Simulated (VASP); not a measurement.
**ZnCu: relaxation of cell and atoms with r2SCAN**

The system is ZnCu.

```xyz
2
Lattice="2.9667 0.0000 0.0000 0.0000 2.9667 0.0000 0.0000 0.0000 2.9667" Properties=species:S:1:pos:R:3 pbc="T T T"
Zn    1.4833    1.4833    1.4833
Cu    0.0000    0.0000    0.0000
```

```json
{
  "Program": "VASP 6.6.1",
  "Task": "relaxation of cell and atoms",
  "Functional": "r2SCAN",
  "Potentials or basis": "VASP PAW PBE potentials, release 64 (Zn, Cu)",
  "Cutoff": "600 eV",
  "k mesh": "8 × 8 × 8",
  "Occupations": "fermi-dirac, width 0.02 eV",
  "Spin": "no spin polarisation",
  "Dipole correction": "no",
  "Further INCAR settings": "ALGO = Normal; EDIFF = 1e-06; IBRION = 2; EDIFFG = -0.005; NSW = 80; ISIF = 3"
}
```

The relaxed volume is 12.53 Å³/atom, the relaxed cell is a = 2.926 Å, b = 2.926 Å, c = 2.926 Å, α = 90.00°, β = 90.00°, γ = 90.00° and the space group after relaxing (to 0.05 Å) is Pm-3m (No. 221). The energy gained by relaxing is 8.6 meV/atom, the ionic steps are 5 and the pressure after relaxing is 0.1 GPa. The band gap on the k mesh is none (metal or under the smearing width).

Step by step:
```csv
step,energy change (eV),largest force (eV/Å),pressure (GPa),volume (Å³)
1,0.0000,0.0000,-4.80,26.11
2,-0.0150,0.0000,2.16,24.66
3,-0.0172,0.0000,0.15,25.03
4,-0.0172,0.0000,-0.07,25.06
5,-0.0172,0.0000,0.05,25.06
```

Final structure:
```
CELL_PARAMETERS angstrom
2.92629 0.00000 0.00000
0.00000 2.92629 0.00000
0.00000 0.00000 2.92629
ATOMIC_POSITIONS crystal
Zn 0.50000 0.50000 0.50000
Cu 0.00000 0.00000 0.00000
```

Levels at points of the mesh, in eV from the Fermi level:
```tsv
k point	band 7	band 8	band 9	band 10	band 11	band 12	band 13	band 14	band 15
(0.00, 0.00, 0.00)	-3.48	-3.48	-2.57	-2.57	-2.57	6.98	6.98	6.98	11.92
(0.50, 0.00, 0.00)	-5.09	-3.61	-3.15	-3.15	-2.65	-1.80	12.80	12.80	13.38
(0.50, 0.50, 0.00)	-3.27	-2.73	-2.73	-2.34	-1.78	-1.78	2.31	2.64	15.29
(0.50, 0.50, 0.50)	-4.24	-4.24	-2.32	-2.32	4.81	4.81	4.81	4.81	5.03
```

Run time: 90 s on 1 thread of Intel(R) Xeon(R) Platinum 8559C (Emerald Rapids), on a shared host, peak memory 0.15 GiB.

Caveat: the PAW data sets were made with another functional, which shifts forces and pressure a little.
